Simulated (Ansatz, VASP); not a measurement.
Two plane-wave programs on PbSe (Clausthalite)

```
Pb Se
1.0
     0.00000    3.05155    3.05155
     3.05155    0.00000    3.05155
     3.05155    3.05155    0.00000
Pb Se
1 1
Cartesian
  0.0000 0.0000 0.0000
  3.0516 3.0516 3.0516
```

Alike in both runs: functional PBEsol; k mesh 10 × 10 × 10; occupations gaussian, width 0.01 eV; no spin polarisation.

Ansatz relaxed the structure, and its values are those at the end. VASP's run is a single point on that final structure, the one shown.

```csv
,VASP,Ansatz
version,VASP 6.6.1,Ansatz 0.2.0
potentials or method,"VASP PAW PBE potentials, release 64 (Pb_d, Se)","scalar-relativistic, plane waves, PAW"
plane-wave cutoff (eV),520,420
valence electrons in the cell,20,30
```

|  | VASP | Ansatz | Ansatz less VASP |
| --- | --- | --- | --- |
| gap on the k mesh at the Fermi level (eV) | 0.17 | 0.17 | -0.003 |
| least direct gap on the mesh (eV) | 0.17 | 0.17 | -0.003 |
| pressure (GPa) | 0.0 | 0.0 | +0.01 |

The functional is the same, so the differences come from potentials, cutoffs and numerics. The two sets of potentials don't hold the same shells in valence.

Caveats: the PAW data sets were made with another functional, which shifts forces and pressure a little (VASP); spin-orbit coupling is left out, which as a rule narrows the gap of such compounds by several tenths of an eV.
